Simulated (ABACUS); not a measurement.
# CoO (R-3m) in ABACUS: equation of state

Aim: energy against volume of CoO in PBE, for its equilibrium volume and stiffness.

Everything below comes from runs of ABACUS 3.10.1. Logs are shortened: lines on timing, memory, paths and dates and some standing lists are left out, and cuts for length are marked.

**1. Starting point**

Symmetry: R-3m, No. 166, trigonal system. The conventional cell has a = 3.011 Å, b = 3.011 Å, c = 7.320 Å, α = 90.00°, β = 90.00°, γ = 120.00°. Co (site symmetry -3m) is surrounded by 6 O at 2.12 Å. O (site symmetry -3m) has 6 Co at 2.12 Å as nearest neighbours.

The cell is a database's computed one.

**2. Equation of state, PBE, collinear spin, ferromagnetic start, 9.00 Å³/atom (volume scaled by 0.94)**

INPUT reads:

```
INPUT_PARAMETERS
suffix              CoO
calculation         scf
basis_type          pw
pseudo_dir          ./
symmetry            1
dft_functional      pbe
ecutwfc             97
pseudo_rcut         10
nspin               2
nbands              17
ks_solver           dav
smearing_method     fd
smearing_sigma      0.00367493
scf_thr             1e-08
scf_nmax            100
mixing_type         broyden
mixing_beta         0.4
cal_force           1
cal_stress          1
kpar                4
```

STRU reads:

```
ATOMIC_SPECIES
Co 58.9332 Co.upf
O 15.9990 O.upf

LATTICE_CONSTANT
1.8897261246

LATTICE_VECTORS
1.4747370529 0.8514398345 2.3901185036
-1.4747370529 0.8514398345 2.3901185036
0.0000000000 -1.7028796690 2.3901185036

ATOMIC_POSITIONS
Direct

Co
0.0
1
0.0000000000 0.0000000000 0.0000000000 1 1 1 mag 2

O
0.0
1
0.5000000000 0.5000000000 0.5000000000 1 1 1 mag 0
```

KPT reads:

```
K_POINTS
0
Gamma
11 11 11 0 0 0
```

Potentials or basis: PseudoDojo NC SR 0.4.1 PBE standard, plane waves.

Started as:

```console
OMP_NUM_THREADS=1 mpirun -np 4 abacus > log
```

running log:

```text
ABACUS v3.10.1

               Atomic-orbital Based Ab-initio Computation at UStc

 ------------------------------------------------------------------------------------

 READING GENERAL INFORMATION
                           global_out_dir = OUT.CoO/
                           global_in_card = INPUT
                               pseudo_dir = ./
[... 8 lines left out ...]

 READING ATOM TYPE 1
                               atom label = Co
                      L=0, number of zeta = 1
                      L=1, number of zeta = 1
                      L=2, number of zeta = 1
             number of atom for this type = 1
               magnetization of element 1 = 2

 READING ATOM TYPE 2
                               atom label = O
                      L=0, number of zeta = 1
                      L=1, number of zeta = 1
                      L=2, number of zeta = 1
             number of atom for this type = 1
               magnetization of element 2 = 0

                        TOTAL ATOM NUMBER = 2
DIRECT COORDINATES
    atom                   x                   y                   z     mag                  vx                  vy                  vz
taud_Co1            0.0000000000        0.0000000000        0.0000000000  2.0000        0.0000000000        0.0000000000        0.0000000000
taud_O1            0.5000000000        0.5000000000        0.5000000000  0.0000        0.0000000000        0.0000000000        0.0000000000

                          Volume (Bohr^3) = 121.517
                             Volume (A^3) = 18.0069

 Lattice vectors: (Cartesian coordinate: in unit of a_0)
             +1.47474            +0.85144            +2.39012
             -1.47474            +0.85144            +2.39012
                   +0            -1.70288            +2.39012
 Reciprocal vectors: (Cartesian coordinate: in unit of 2 pi/a_0)
            +0.339043           +0.195747           +0.139463
            -0.339043           +0.195747           +0.139463
                   +0           -0.391494           +0.139463
 The esolver type has been set to : ksdft_pw

                PAO radial cut off (Bohr) = 10

 Read in pseudopotential file is Co.upf
                     pseudopotential type = NC
          exchange-correlation functional = PBE
                 nonlocal core correction = 1
                        valence electrons = 17
                                     lmax = 2
                           number of zeta = 4
[... 7 lines left out ...]
                PAO radial cut off (Bohr) = 10

 Read in pseudopotential file is O.upf
                     pseudopotential type = NC
          exchange-correlation functional = PBE
                 nonlocal core correction = 1
                        valence electrons = 6
                                     lmax = 2
                           number of zeta = 2
                     number of projectors = 5
                           L of projector = 0
                           L of projector = 0
                           L of projector = 1
                           L of projector = 1
                           L of projector = 2
     initial pseudo atomic orbital number = 14
 The readin total magnetization is 2

 SETUP THE ELECTRONS NUMBER
            electron number of element Co = 17
      total electron number of element Co = 17
             electron number of element O = 6
       total electron number of element O = 6
            AUTOSET number of electrons:  = 23
                           occupied bands = 12
                                   NBANDS = 17
                                   NLOCAL = 18

%%%%%%%%%%%%%%%%%%%%%%%%%%%%%%%%%%%%%%%%%%%%%%%%%%%%%%%%%%%%%%%%%%%%%%%%%%%%%%%%%%%%%%%%%%%%%%%%%%%%%%%%%%
 Warning: the number of valence electrons in pseudopotential > 9 for Co: [Ar] 3d7 4s2
 Pseudopotentials with additional electrons can yield (more) accurate outcomes, but may be less efficient.
 If you're confident that your chosen pseudopotential is appropriate, you can safely ignore this warning.
%%%%%%%%%%%%%%%%%%%%%%%%%%%%%%%%%%%%%%%%%%%%%%%%%%%%%%%%%%%%%%%%%%%%%%%%%%%%%%%%%%%%%%%%%%%%%%%%%%%%%%%%%%

 SETUP THE PLANE WAVE BASIS
 energy cutoff for charge/potential (unit:Ry) = 388
            fft grid for charge/potential = [ 36, 36, 36 ]
                        fft grid division = [ 1, 1, 1 ]
        big fft grid for charge/potential = [ 36, 36, 36 ]
                                     nbxx = 46656
                                     nrxx = 46656

 SETUP PLANE WAVES FOR CHARGE/POTENTIAL
                    number of plane waves = 15605
                         number of sticks = 827

 PARALLEL PW FOR CHARGE/POTENTIAL
     PROC   COLUMNS(POT)             PW
        1            827          15605
 --------------- sum -------------------
        1            827          15605
                            number of |g| = 1190
                                  max |g| = 35.0196
[... 81 lines left out ...]
       6  0.45454545  0.00000000  0.00000000  0.0045       5
[... 22 lines left out ...]
      29 -0.27272727  0.36363636  0.00000000  0.0090      40
      30 -0.27272727  0.27272727  0.00000000  0.0045      41
[... 116 further k points ...]

                               nkstot now = 146
[... K-POINTS DIRECT COORDINATES: 146 rows ...]

           k-point number in this process = 37
       minimum distributed K point number = 36
[... stars of the k points ...]
                             nks(nspin=2) = 74
                          nkstot(nspin=2) = 292

[... K-POINTS CARTESIAN COORDINATES: 74 rows ...]

[... K-POINTS DIRECT COORDINATES: 74 rows ...]

 SETUP PLANE WAVES FOR WAVE FUNCTIONS
     energy cutoff for wavefunc (unit:Ry) = 97
              fft grid for wave functions = [ 36, 36, 36 ]
                    number of plane waves = 2685
                         number of sticks = 253

 PARALLEL PW FOR WAVE FUNCTIONS
     PROC   COLUMNS(POT)             PW
        1            253           2685
 --------------- sum -------------------
        1            253           2685

 SETUP NONLOCAL PSEUDOPOTENTIALS IN PLANE WAVE BASIS
 Co non-local projectors:
 projector 1 L=0
 projector 2 L=0
 projector 3 L=1
 projector 4 L=1
 projector 5 L=2
 projector 6 L=2
 O non-local projectors:
 projector 1 L=0
 projector 2 L=0
 projector 3 L=1
 projector 4 L=1
 projector 5 L=2
      TOTAL NUMBER OF NONLOCAL PROJECTORS = 31

 Init Non-Local PseudoPotential table :
 Init Non-Local-Pseudopotential done.

                                     npwx = 1979

 Make real space PAO into reciprocal space.
       max mesh points in Pseudopotential = 1001
     dq(describe PAO in reciprocal space) = 0.01
                                    max q = 1186

 number of pseudo atomic orbitals for Co is 4
WARNING: norm of atomic wavefunction # 4 of atomic type Co is 0.999928, renormalized

 number of pseudo atomic orbitals for O is 2

 -------------------------------------------
 SELF-CONSISTENT
 -------------------------------------------
                                 init_chg = atomic

 PW ALGORITHM --------------- ION=   1  ELEC=   1--------------------------------
 Notice: Threshold on eigenvalues was too large.
 hsover_error=0.23 > DRHO=0.188564
 Origin diag ethr = 0.01
 New diag ethr = 0.000819843
          total magnetism (Bohr mag/cell) = 2.37869
       absolute magnetism (Bohr mag/cell) = 2.37871
                        nelec for spin up = 12.6893
                      nelec for spin down = 10.3107

 Density error is 0.18899988179
                          Error Threshold = 0.00081984348459
----------------------------------------------------------
     Energy           Rydberg                 eV
----------------------------------------------------------
 E_KohnSham     -339.0200484063      -4612.6043945621
 E_Harris       -338.1874118142      -4601.2757925456
 E_Fermi        1.1081399732         15.0770178174
----------------------------------------------------------
[... 151 lines left out ...]
 Density error is 1.01827291524e-09
                          Error Threshold = 6.57673397699e-11
----------------------------------------------------------
     Energy           Rydberg                 eV
----------------------------------------------------------
 E_KohnSham     -339.0638743813      -4613.2006775417
 E_KS(sigma->0) -339.0627378248      -4613.1852138968
 E_Harris       -339.0638228412      -4613.1999763034
 E_band         -19.8696031439       -270.3398197561
 E_one_elec     -145.1166939270      -1974.4139123293
 E_Hartree      88.3995106990        1202.7370459183
 E_xc           -64.5551319460       -878.3176296071
 E_Ewald        -217.7892860942      -2963.1752542338
 E_entropy(-TS) -0.0022731131        -0.0309272899
 E_descf        0.0000000000         0.0000000000
 E_exx          0.0000000000         0.0000000000
 E_Fermi        1.1495974798         15.6410761318
----------------------------------------------------------

 charge density convergence is achieved
 final etot is -4613.2006775 eV
 EFERMI = 15.641076132 eV

 STATE ENERGY(eV) AND OCCUPATIONS    NSPIN == 2
SPIN UP :
 1/37 kpoint (Cartesian) = 0.0000 0.0000 0.0000 (1947 pws)
       1       -81.1083    0.000751315
       2       -44.4596    0.000751315
       3       -44.4596    0.000751315
       4       -44.4488    0.000751315
       5       -5.24629    0.000751315
       6        12.1012    0.000751315
[... 9 lines left out ...]
      16        34.1388        0.00000
      17        34.1388        0.00000
[... 78 lines left out ...]
       1       -81.1033     0.00450789
       2       -44.5090     0.00450789
       3       -44.4660     0.00450789
       4       -44.4567     0.00450789
       5       -3.85520     0.00450789
       6        6.87033     0.00450789
[... 9 lines left out ...]
      16        29.5944        0.00000
      17        29.7056        0.00000

[... levels at 68 further k points ...]

------------------------------------------------------------------------------------------
 TOTAL-FORCE (eV/Angstrom)
------------------------------------------------------------------------------------------
                       Co1         0.0000000000         0.0000000000         0.0000000000
                        O1         0.0000000000         0.0000000000         0.0000000000
------------------------------------------------------------------------------------------

----------------------------------------------------------------
 TOTAL-STRESS (KBAR)
----------------------------------------------------------------
       124.6717661521         0.0000000000        -0.0000000000
        -0.0000000000       124.6717661449         0.0000000000
         0.0000000000         0.0000000000       118.0782335358
----------------------------------------------------------------
 TOTAL-PRESSURE: 122.473922 KBAR

 --------------------------------------------
 !FINAL_ETOT_IS -4613.2006775417248718 eV
 --------------------------------------------
```

Run time: 47 s. Hardware: 4 MPI ranks of Intel Xeon Platinum 8488C (Sapphire Rapids), shared host; peak memory 0.48 GiB.

What came out:

| Property | Result |
| --- | --- |
| Free energy | -4613.2007 eV |
| Pressure | 12.2 GPa |
| Band gap on the k mesh | none (metal or under the smearing width) |
| Net moment | 2.87 μB per cell |
| Absolute moment | 2.89 μB per cell |

Caveat: a cell with one magnetic atom can't hold antiferromagnetic order, which such compounds often take; semilocal functionals often make such compounds metallic where correlation or magnetic order opens a gap, which also shifts bond lengths.

**3. Equation of state, PBE, collinear spin, ferromagnetic start, 9.20 Å³/atom (volume scaled by 0.96)**

INPUT is that of step 2.

STRU, as its differences from that of step 2:

```diff
@@ -8,5 +8,5 @@
 LATTICE_VECTORS
-1.4747370529 0.8514398345 2.3901185036
--1.4747370529 0.8514398345 2.3901185036
-0.0000000000 -1.7028796690 2.3901185036
+1.4851228673 0.8574360872 2.4069508786
+-1.4851228673 0.8574360872 2.4069508786
+0.0000000000 -1.7148721745 2.4069508786
```

KPT is that of step 2.

Potentials or basis: PseudoDojo NC SR 0.4.1 PBE standard, plane waves.

Started as:

```console
OMP_NUM_THREADS=1 mpirun -np 4 abacus > log
```

Wall time 42 s (4 MPI ranks of Intel Xeon Platinum 8488C (Sapphire Rapids), shared host); peak memory 0.48 GiB.

The run converged. Its results:

* Free energy: -4613.2248 eV
* Pressure: 7.9 GPa
* Band gap on the k mesh: none (metal or under the smearing width)
* Net moment: 2.92 μB per cell
* Absolute moment: 2.94 μB per cell

Caveat: a cell with one magnetic atom can't hold antiferromagnetic order, which such compounds often take; semilocal functionals often make such compounds metallic where correlation or magnetic order opens a gap, which also shifts bond lengths.

**4. Equation of state, PBE, collinear spin, ferromagnetic start, 9.39 Å³/atom (volume scaled by 0.98)**

INPUT is that of step 3.

STRU, as its differences from that of step 3:

```diff
@@ -8,5 +8,5 @@
 LATTICE_VECTORS
-1.4851228673 0.8574360872 2.4069508786
--1.4851228673 0.8574360872 2.4069508786
-0.0000000000 -1.7148721745 2.4069508786
+1.4953654176 0.8633496264 2.4235510644
+-1.4953654176 0.8633496264 2.4235510644
+0.0000000000 -1.7266992528 2.4235510644
```

KPT is that of step 3.

Started as:

```console
OMP_NUM_THREADS=1 mpirun -np 4 abacus > log
```

Wall time 47 s (4 MPI ranks of Intel Xeon Platinum 8488C (Sapphire Rapids), shared host); peak memory 0.48 GiB.

The run converged. Its results:

| Property | Result |
| --- | --- |
| Free energy | -4613.2388 eV |
| Pressure | 3.8 GPa |
| Band gap on the k mesh | none (metal or under the smearing width) |
| Net moment | 2.96 μB per cell |
| Absolute moment | 2.98 μB per cell |

Caveat: a cell with one magnetic atom can't hold antiferromagnetic order, which such compounds often take; semilocal functionals often make such compounds metallic where correlation or magnetic order opens a gap, which also shifts bond lengths.

**5. Equation of state, PBE, collinear spin, ferromagnetic start, 9.58 Å³/atom**

INPUT is that of step 4.

STRU, as its differences from that of step 4:

```diff
@@ -8,5 +8,5 @@
 LATTICE_VECTORS
-1.4953654176 0.8633496264 2.4235510644
--1.4953654176 0.8633496264 2.4235510644
-0.0000000000 -1.7266992528 2.4235510644
+1.5054695445 0.8691832468 2.4399269062
+-1.5054695445 0.8691832468 2.4399269062
+0.0000000000 -1.7383664936 2.4399269062
```

KPT is that of step 4.

Started as:

```console
OMP_NUM_THREADS=1 mpirun -np 4 abacus > log
```

Wall time 42 s (4 MPI ranks of Intel Xeon Platinum 8488C (Sapphire Rapids), shared host); peak memory 0.48 GiB.

The run converged. Its results:

```yaml
Free_energy: -4613.2435 eV
Pressure: 0.0 GPa
Band_gap_on_the_k_mesh: none (metal or under the smearing width)
Net_moment: 2.98 μB per cell
Absolute_moment: 3.01 μB per cell
```

Caveat: a cell with one magnetic atom can't hold antiferromagnetic order, which such compounds often take; semilocal functionals often make such compounds metallic where correlation or magnetic order opens a gap, which also shifts bond lengths.

**6. Equation of state, PBE, collinear spin, ferromagnetic start, 9.77 Å³/atom (volume scaled by 1.02)**

INPUT is that of step 5.

STRU, as its differences from that of step 5:

```diff
@@ -8,5 +8,5 @@
 LATTICE_VECTORS
-1.5054695445 0.8691832468 2.4399269062
--1.5054695445 0.8691832468 2.4399269062
-0.0000000000 -1.7383664936 2.4399269062
+1.5154398320 0.8749395950 2.4560858334
+-1.5154398320 0.8749395950 2.4560858334
+0.0000000000 -1.7498791900 2.4560858334
```

KPT is that of step 5.

Potentials or basis: PseudoDojo NC SR 0.4.1 PBE standard, plane waves.

Started as:

```console
OMP_NUM_THREADS=1 mpirun -np 4 abacus > log
```

It took 50 s on 4 MPI ranks of Intel Xeon Platinum 8488C (Sapphire Rapids), shared host; peak memory 0.48 GiB.

It converged, with:

- Free energy: -4613.2393 eV
- Pressure: -3.5 GPa
- Band gap on the k mesh: none (metal or under the smearing width)
- Net moment: 2.99 μB per cell
- Absolute moment: 3.01 μB per cell

Caveat: a cell with one magnetic atom can't hold antiferromagnetic order, which such compounds often take; semilocal functionals often make such compounds metallic where correlation or magnetic order opens a gap, which also shifts bond lengths.

**7. Equation of state, PBE, collinear spin, ferromagnetic start, 9.96 Å³/atom (volume scaled by 1.04)**

INPUT is that of step 6.

STRU, as its differences from that of step 6:

```diff
@@ -8,5 +8,5 @@
 LATTICE_VECTORS
-1.5154398320 0.8749395950 2.4560858334
--1.5154398320 0.8749395950 2.4560858334
-0.0000000000 -1.7498791900 2.4560858334
+1.5252806262 0.8806211801 2.4720348897
+-1.5252806262 0.8806211801 2.4720348897
+0.0000000000 -1.7612423603 2.4720348897
```

KPT is that of step 6.

Started as:

```console
OMP_NUM_THREADS=1 mpirun -np 4 abacus > log
```

Wall time 44 s (4 MPI ranks of Intel Xeon Platinum 8488C (Sapphire Rapids), shared host); peak memory 0.48 GiB.

The run converged. Its results:

```
Free energy            : -4613.2272 eV
Pressure               : -6.7 GPa
Band gap on the k mesh : none (metal or under the smearing width)
Net moment             : 3.00 μB per cell
Absolute moment        : 3.02 μB per cell
```

Caveat: a cell with one magnetic atom can't hold antiferromagnetic order, which such compounds often take; semilocal functionals often make such compounds metallic where correlation or magnetic order opens a gap, which also shifts bond lengths.

**8. Equation of state, PBE, collinear spin, ferromagnetic start, 10.15 Å³/atom (volume scaled by 1.06)**

INPUT is that of step 7.

STRU, as its differences from that of step 7:

```diff
@@ -8,5 +8,5 @@
 LATTICE_VECTORS
-1.5252806262 0.8806211801 2.4720348897
--1.5252806262 0.8806211801 2.4720348897
-0.0000000000 -1.7612423603 2.4720348897
+1.5349960513 0.8862303835 2.4877807593
+-1.5349960513 0.8862303835 2.4877807593
+0.0000000000 -1.7724607669 2.4877807593
```

KPT is that of step 7.

Started as:

```console
OMP_NUM_THREADS=1 mpirun -np 4 abacus > log
```

Run time: 57 s. Hardware: 4 MPI ranks of Intel Xeon Platinum 8488C (Sapphire Rapids), shared host; peak memory 0.52 GiB.

The run converged. Its results:

| Item | Value |
| --- | --- |
| Free energy | -4613.2077 eV |
| Pressure | -9.6 GPa |
| Band gap on the k mesh | none (metal or under the smearing width) |
| Net moment | 3.00 μB per cell |
| Absolute moment | 3.02 μB per cell |

Caveat: a cell with one magnetic atom can't hold antiferromagnetic order, which such compounds often take; semilocal functionals often make such compounds metallic where correlation or magnetic order opens a gap, which also shifts bond lengths.

**9. Equation of state, PBE, collinear spin, ferromagnetic start**

Potentials or basis: PseudoDojo NC SR 0.4.1 PBE standard, plane waves.

No new run: the results of the series are fitted here.

Results:

```
Equilibrium volume                        : 9.58 Å³/atom
Bulk modulus at fixed shape and positions : 181 GPa
Pressure derivative of the bulk modulus   : 3.0 (rough: it moves with the points fitted)
```

Energy against volume, from the lowest point:
| volume (Å³/atom) | energy (meV/atom) |
| --- | --- |
| 9.003 | 21.40 |
| 9.195 | 9.35 |
| 9.387 | 2.32 |
| 9.578 | 0.00 |
| 9.770 | 2.07 |
| 9.961 | 8.15 |
| 10.153 | 17.86 |

Caveat: the cell was scaled at fixed shape and fractional positions, which overstates the stiffness of a crystal with free parameters, most of all of layers and chains.
